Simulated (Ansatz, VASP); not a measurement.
One calculation of Te2Mo, two programs

```
Te Mo
1.0
     3.69100    0.00000    0.00000
    -1.84550    3.19650    0.00000
     0.00000    0.00000   33.26988
Te Mo
2 1
Cartesian
  0.0000 2.1310 14.8809
  0.0000 2.1310 18.3889
  1.8455 1.0655 16.6349
```

Alike in both runs: task single point; functional PBE; dispersion D3(BJ); k mesh 9 × 9 × 1; occupations gaussian, width 0.02 eV; no spin polarisation.

|  | VASP | Ansatz |
| --- | --- | --- |
| version | VASP 6.6.1 | Ansatz 0.2.0 |
| potentials or method | VASP PAW PBE potentials, release 64 (Te, Mo_sv) | scalar-relativistic, plane waves, PAW |
| plane-wave cutoff (eV) | 520 | 420 |
| valence electrons in the cell | 26 | 46 |

|  | VASP | Ansatz | Ansatz less VASP |
| --- | --- | --- | --- |
| gap on the k mesh at the Fermi level (eV) | 0.81 | 0.81 | +0.001 |
| least direct gap on the mesh (eV) | 0.81 | 0.81 | +0.001 |
| rms of the force components (eV/Å) | 0.010 | 0.017 | +0.0074 |

The two sets of potentials don't hold the same shells in valence. Ansatz warned: «dispersion_switch_in_reach».

Caveats: spin-orbit coupling is left out, which moves the levels of the heavy elements.
